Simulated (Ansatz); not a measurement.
# ZrSi2: the cost of one run

Computed with Ansatz 0.2.0 (DFT PBEsol, scalar-relativistic, plane waves, PAW, unless a step's input says otherwise).

2 further runs of the same task are left out: 2 set aside as unsound or not needed.

**1. The system as given**

It takes space group Cmcm (No. 63, orthorhombic). Conventional cell: a = 3.674 Å, b = 14.566 Å, c = 3.657 Å, α = 90.00°, β = 90.00°, γ = 90.00°. Zr (site symmetry m2m) has 10 Si at 2.70 to 2.95 Å in its first shell of neighbours. Si (site symmetry m2m) has 2 Si at 2.41 Å and 6 Zr at 2.70 to 2.95 Å in its first shell of neighbours. Si (site symmetry m2m) has 4 Si at 2.59 Å and 4 Zr at 2.80 Å in its first shell of neighbours.

As a file:

```xyz
12
Lattice="3.6743 0.0000 0.0000 0.0000 14.5659 0.0000 0.0000 0.0000 3.6568" Properties=species:S:1:pos:R:3 pbc="T T T"
Zr    0.0000    1.5253    0.9142
Zr    1.8371    5.7576    2.7426
Zr    1.8371    8.8082    0.9142
Zr    0.0000   13.0406    2.7426
Si    0.0000    6.4970    0.9142
Si    1.8371    0.7860    2.7426
Si    1.8371    3.6381    0.9142
Si    0.0000    3.6448    2.7426
Si    1.8371   13.7799    0.9142
Si    0.0000    8.0689    2.7426
Si    0.0000   10.9210    0.9142
Si    1.8371   10.9278    2.7426
```

The unstrained cell was computed beforehand with the same settings: E(σ→0) = -21495.6147 eV for 12 atoms, gap none (metal).

**2. Strain -2.0 %**

Input file input.yaml:

```yaml
crystal:
  lattice:
    - [3.6007733805, 0.0, 0.0]
    - [0.0, 14.2745722309, 0.0]
    - [0.0, 0.0, 3.7006467629]
  atoms:
    - { symbol: Zr, position: [0.0, 0.1047173979, 0.25] }
    - { symbol: Zr, position: [0.5, 0.3952826021, 0.75] }
    - { symbol: Zr, position: [0.5, 0.6047173979, 0.25] }
    - { symbol: Zr, position: [0.0, 0.8952826021, 0.75] }
    - { symbol: Si, position: [0.0, 0.4460414966, 0.25] }
    - { symbol: Si, position: [0.5, 0.0539585034, 0.75] }
    - { symbol: Si, position: [0.5, 0.2497682101, 0.25] }
    - { symbol: Si, position: [0.0, 0.2502317899, 0.75] }
    - { symbol: Si, position: [0.5, 0.9460414966, 0.25] }
    - { symbol: Si, position: [0.0, 0.5539585034, 0.75] }
    - { symbol: Si, position: [0.0, 0.7497682101, 0.25] }
    - { symbol: Si, position: [0.5, 0.7502317899, 0.75] }
basis:
  ecutwfc: 420
kpoints:
  mp_grid: { grid: [10, 4, 10] }
hamiltonian:
  xc: pbesol
scf:
  occupations: { method: gaussian, width: 0.1 }
output:
  forces: true
  stress: true
  eigenvalues: true
relax:
  adjacent_minimum: "off"
  f_tol: 0.008
  max_steps: 40
  cell: { stress_tol: 0.015, fix: [a, b, gamma] }
```

Launch:

```
$ ansatz run input.yaml --threads 1 --pin off --max-ram 2560MiB --backend cpu --events-out ev --progress --plain --runs-dir out
```

Q: Estimate wall time and peak memory on 1 thread of Intel Xeon 6975P-C (Granite Rapids), shared host.

About 4.2 min, with a peak of 1 GiB.
